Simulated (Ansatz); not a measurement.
**Ag: one input, then a changed one**

The cell is COD entry 1509145, as deposited and not checked against the literature; nothing was relaxed. The listed cell was then made from it by scaling, straining or moving an atom.

First run: DFT, PBE, all-electron PAW with datasets made for the crystal, scalar-relativistic (Ansatz 0.2.0).

Command: `ansatz run input.yaml --threads 1 --pin off --max-ram 2048MiB --backend cpu --events-out ev --progress --plain --runs-dir out` The run took 23 s on 1 thread of Intel(R) Xeon(R) 6975P-C (Granite Rapids), with other jobs on the host, peak memory 0.95 GiB.

```yaml
crystal:
  lattice:
    - [2.9299980804, 0.0, 0.0]
    - [-1.4649990402, 2.5374527707, 0.0]
    - [0.0, 0.0, 4.79]
  atoms:
    - { symbol: Ag, position: [0.3333333333, 0.6666666667, 0.25] }
    - { symbol: Ag, position: [0.7076223249, 0.3333333333, 0.75] }
kpoints:
  mp_grid: { grid: [14, 14, 8] }
scf:
  occupations: { method: fermi_dirac, width: 0.05 }
hamiltonian:
  xc: pbe
  pseudopotentials: { kind: all_electron, datasets: crystal }
output:
  forces: true
  stress: true
  eigenvalues: true
  efg: { contact_densities: true }
```

Result: converged; pressure 0.56 GPa; largest force 0.104 eV/Å; no gap on the k mesh; 8 SCF iterations.

The input is then changed:

```diff
@@ -7,6 +7,7 @@
     - { symbol: Ag, position: [0.3333333333, 0.6666666667, 0.25] }
     - { symbol: Ag, position: [0.7076223249, 0.3333333333, 0.75] }
+  symmetry: { detect: false }
 kpoints:
-  mp_grid: { grid: [14, 14, 8] }
+  mp_grid: { grid: [14, 14, 8], shift: [0.5, 0.5, 0.5] }
 scf:
   occupations: { method: fermi_dirac, width: 0.05 }
```

Question: What does the second run give?

Answer: It converged; pressure 0.42 GPa; largest force 0.102 eV/Å; no gap on the k mesh; 9 SCF iterations.

The results part of its log:

```
SCF 1 converged in 9 iterations: F = -289312.590160 eV  dr2 = 9.62e-9
  Residual-converged pass: ⟨swp⟩=3.0  Hψ=28559  notcnv=0  max |occ|·‖R‖ = 5.2e-6 eV (tolerance 5.3e-6 eV)  dr2=1.08e-8  dr2_onsite=3.60e-9  max |Δocc| = 4.2e-10
  greatest PAW one-centre occupation: 0.922 electrons in one spin orbital (limit 2), on the Ag atom at site 1 (counted from 0), in its partial waves of l = 2
SCF converged after 9 iterations
Free energy (F): -289312.590160 eV
Harris-Foulkes:  -289312.590160 eV  (|F-HF|=8.73e-9)
Internal energy: -289312.585696 eV  (E = F + TS)
E sigma→0 (E₀):  -289312.587928 eV
Entropy (-TS):   -0.004464 eV (-2.232 meV/atom)
Past the cutoff: the bands carry plane waves up to 1.75 times it, of which those up to 1.5 times it add -0.000347 eV an atom, each by itself; the spheres take 0.000428 eV an atom off the energy for waves past 1.75 times it
By the cutoff:   a pressure is off by up to 0.009 GPa (1.2 times the spheres' own share and the shells' term, over an atom's volume, and 0.004 GPa: a bound that held against runs at twice the plane waves)
Past the cutoffs: a stress includes 0.0030 GPa for waves and charges beyond them, in addition to the slope of what the spheres take
In the spheres:  the bands' charges fall short by 4.3e-7 e at most (sound up to 1e-3), those of shells solved beside the bands by 2.9e-7 e (sound up to 5e-4)
Fermi energy:    17.832018 eV
--- Per-component energies (eV) ---
  The terms above E_closure are by the made datasets' own strengths, without shells solved beside the bands.
--- Forces (eV/Å), atoms counted from 1 ---
  atom   1  Ag     0.10066996     0.01567544     0.00002530
  atom   2  Ag    -0.10066580    -0.01567513    -0.00002632
  max |Σ_I F_I| component: 4.16e-6 eV/Å
--- Stress (GPa, compression-positive) ---
       -0.195137       0.929191       0.000006
        0.929191       0.270668       0.000008
        0.000006       0.000008       1.185065
  P = ⅓ Tr σ = 0.4202 GPa (4.202 kbar)
  It holds what live shells' own plane waves past their cutoff add
--- PAW observables at the nuclei: V_zz in 10²¹ V/m², potentials from the cell's mean, atoms counted from 1 ---
  atom   1  Ag V_zz =    +0.467252   η = 0.1496   by run symmetry: not_imposed
            electrostatic potential = -7482.206651 V   contact ρ = 948414.525020 e/Å³
  atom   2  Ag V_zz =    +0.467244   η = 0.1496   by run symmetry: not_imposed
            electrostatic potential = -7482.206471 V   contact ρ = 948414.524678 e/Å³
--- Band table (eV; the first three rows and the last of 784) ---
  k-point 0: bands = ["10.4433", "11.7199", "13.0333", "13.2315", "13.2955", "13.4344", "13.5020", "13.6436", "13.8964", "14.5696", "14.6698", "17.5654", "21.4412"]
  k-point 1: bands = ["10.6730", "11.7674", "13.0269", "13.1465", "13.2387", "13.3710", "13.4341", "13.8169", "14.0230", "14.5150", "14.6245", "16.4130", "23.0415"]
  k-point 2: bands = ["11.0935", "11.8331", "13.0045", "13.1083", "13.1912", "13.2718", "13.3390", "14.0435", "14.1589", "14.2909", "14.5851", "15.2941", "25.1513"]
  k-point 783: bands = ["11.7805", "12.0147", "12.3004", "13.1881", "13.2092", "13.6417", "13.9453", "14.7673", "14.8345", "14.9235", "17.1696", "20.1561", "23.7430"]
```
